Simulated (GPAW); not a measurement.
A calculation with GPAW 26.7.0 of As (ASE script, Cartesian positions):

File run.py:

```python
from ase.dft.bandgap import bandgap
from ase.io import read, write
from ase.units import GPa
from gpaw import GPAW, PW

atoms = read('As.xyz')

calc = GPAW(mode=PW(450),
            xc='PBE',
            kpts={'size': (7, 7, 7), 'gamma': True},
            occupations={'name': 'fermi-dirac', 'width': 0.05},
            nbands=13,
            maxiter=120,
            txt='gpaw.txt')
atoms.calc = calc
energy = atoms.get_potential_energy()
forces = atoms.get_forces()
stress = atoms.get_stress()
calc.write('gs.gpw')
write('result.traj', atoms)
print(f'Energy: {energy:.6f} eV')
print('Forces (eV/A):')
print(forces.round(4))
print('Stress (GPa):', (stress / GPa).round(3))
print('Fermi level:', round(calc.get_fermi_level(), 4), 'eV')
print(f'Gap: {bandgap(calc)[0]:.4f} eV, direct: {bandgap(calc, direct=True)[0]:.4f} eV')
```

As.xyz

```xyz
2
Lattice="1.8807968987 1.0858785957 3.5140619945 -1.8807968987 1.0858785957 3.5140619945 0.0000000000 -2.1717571915 3.5140619945" Properties=species:S:1:pos:R:3 pbc="T T T"
As     0.0000000000      0.0000000000      2.3825340323
As     0.0000000000     -0.0000000001      8.1596519512
```

Potentials or basis: GPAW PAW data sets (gpaw-data 1.2.1), pw.

Command:

```sh
$ OMP_NUM_THREADS=1 python run.py
```

Question: Write the same calculation in another form: ASE script, structure typed inline.

Answer: As run:

The input run.py:

```python
from ase import Atoms
from ase.dft.bandgap import bandgap
from ase.io import write
from ase.units import GPa
from gpaw import GPAW, PW

atoms = Atoms(['As', 'As'],
              cell=[[1.8807968987, 1.0858785957, 3.5140619945],
                    [-1.8807968987, 1.0858785957, 3.5140619945],
                    [0.0, -2.1717571915, 3.5140619945]],
              scaled_positions=[[0.226, 0.226, 0.226],
                                [0.774, 0.774, 0.774]],
              pbc=True)

calc = GPAW(mode=PW(450),
            xc='PBE',
            kpts={'size': (7, 7, 7), 'gamma': True},
            occupations={'name': 'fermi-dirac', 'width': 0.05},
            nbands=13,
            maxiter=120,
            txt='gpaw.txt')
atoms.calc = calc
energy = atoms.get_potential_energy()
forces = atoms.get_forces()
stress = atoms.get_stress()
calc.write('gs.gpw')
write('result.traj', atoms)
print(f'Energy: {energy:.6f} eV')
print('Forces (eV/A):')
print(forces.round(4))
print('Stress (GPa):', (stress / GPa).round(3))
print('Fermi level:', round(calc.get_fermi_level(), 4), 'eV')
print(f'Gap: {bandgap(calc)[0]:.4f} eV, direct: {bandgap(calc, direct=True)[0]:.4f} eV')
```

Potentials or basis: GPAW PAW data sets (gpaw-data 1.2.1), pw.

Run with:

```console
$ OMP_NUM_THREADS=1 python run.py
```

Both were run:

|  | ASE script, Cartesian positions | ASE script, structure typed inline |
| --- | --- | --- |
| Pressure | 3.8 GPa | 3.8 GPa |
| Largest force | 0.444 eV/Å | 0.444 eV/Å |
| Band gap on the k mesh | none (metal or under the smearing width) | none (metal or under the smearing width) |

Keys that steer only the numerical path or the files written may differ.

Caveat: the cutoff is short for stress and forces, so pressures can be off by a GPa or more.
